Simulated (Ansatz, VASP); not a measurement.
Rh in VASP and in Ansatz

```xyz
2
Lattice="2.6887 0.0000 0.0000 -1.3444 2.3285 0.0000 0.0000 0.0000 4.3290" Properties=species:S:1:pos:R:3 pbc="T T T"
Rh    1.3444    0.7762    3.2468
Rh    0.0000    1.5523    1.0823
```

Alike in both runs: functional PBEsol; k mesh 18 × 18 × 10; occupations gaussian, width 0.1 eV; no spin polarisation.

Ansatz relaxed the structure, and its values are those at the end. VASP's run is a single point on that final structure, the one shown.

|  | VASP | Ansatz |
| --- | --- | --- |
| version | VASP 6.6.1 | Ansatz 0.2.0 |
| potentials or method | VASP PAW PBE potentials, release 64 (Rh_pv) | scalar-relativistic, plane waves, PAW |
| plane-wave cutoff (eV) | 520 | 420 |
| valence electrons in the cell | 30 | 34 |

```csv
,VASP,Ansatz,Ansatz less VASP
gap on the k mesh at the Fermi level (eV),none,none,-
pressure (GPa),0.0,0.0,+0.04
```

A gap of «none» marks a metal or a gap that the smearing closes. The two sets of potentials don't hold the same shells in valence.

Caveats: the PAW data sets were made with another functional, which shifts forces and pressure a little (VASP).
